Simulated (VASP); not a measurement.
The system is MnO.

```
Mn O
1.0
     0.00000    2.43651    2.43651
     2.43651    0.00000    2.43651
     2.43651    2.43651    0.00000
Mn O
1 1
Cartesian
  0.0000 0.0000 0.0000
  1.2183 1.2183 1.2183
```

Measurements of this composition are mostly on another form, of space group No. 225.

Base run:

```yaml
Program: VASP 6.6.1
Functional: PBEsol
Potentials_or_basis: VASP PAW PBE potentials, release 64 (Mn_pv, O)
Cutoff: 520 eV
k_mesh: 7 × 7 × 7
Occupations: gaussian, width 0.05 eV
Spin: collinear spin, ferromagnetic start
Starting_moments: "[4.0, 0.0] μB"
Hubbard_terms: Mn d U = 5 eV
```

Its results: band gap on the k mesh none (metal or under the smearing width); pressure -4.4 GPa; net moment 5.00 μB per cell; site moments Mn +4.64; O +0.07 μB.

Q: The run is repeated on the same cell with these changes: hubbard terms from Mn d U = 5 eV to Mn d U = 6 eV; further incar settings from ALGO = Fast; EDIFF = 1e-07 to ALGO = Fast; EDIFF = 1e-06. What comes out?

A: Band gap on the k mesh none (metal or under the smearing width); pressure -3.7 GPa; net moment 5.00 μB per cell; site moments Mn +4.67; O +0.05 μB.

Caveats: the PAW data sets were made with another functional, which shifts forces and pressure a little; a cell with one magnetic atom can't hold antiferromagnetic order, which such compounds often take.
